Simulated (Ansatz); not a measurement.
# Crystal structures of vanadium under PBEsol

These are results of DFT, PBEsol, plane waves (420 eV) with PAW, scalar-relativistic in Ansatz, not measurements. (PAW data from PBE, frozen cores regenerated.)

Each structure is relaxed within its own symmetry, so a high-lying one may be dynamically unstable.

| structure | ΔE (meV/atom) | V (Å³/atom) | cell | magnetic state |
| --- | --- | --- | --- | --- |
| bcc | 0 | 12.96 | a = 2.960 Å | spin not included |
| A15 | 55 | 13.21 | a = 4.728 Å | spin not included |
| omega (AlB2-type) | 137 | 13.16 | a = 4.402 Å, c = 2.352 Å (c/a = 0.534) | spin not included |
| dhcp | 256 | 13.35 | a = 2.589 Å, c = 9.199 Å (c/a = 3.554) | spin not included |
| fcc | 267 | 13.41 | a = 3.771 Å | spin not included |
| hcp | 271 | 13.34 | a = 2.576 Å, c = 4.641 Å (c/a = 1.801) | spin not included |
| simple cubic | 881 | 14.01 | a = 2.411 Å | spin not included |
| diamond | 2481 | 17.55 | a = 5.198 Å | spin not included |

ΔE counts from bcc.

Differences under about 8 meV lie within the error of the k-point mesh.
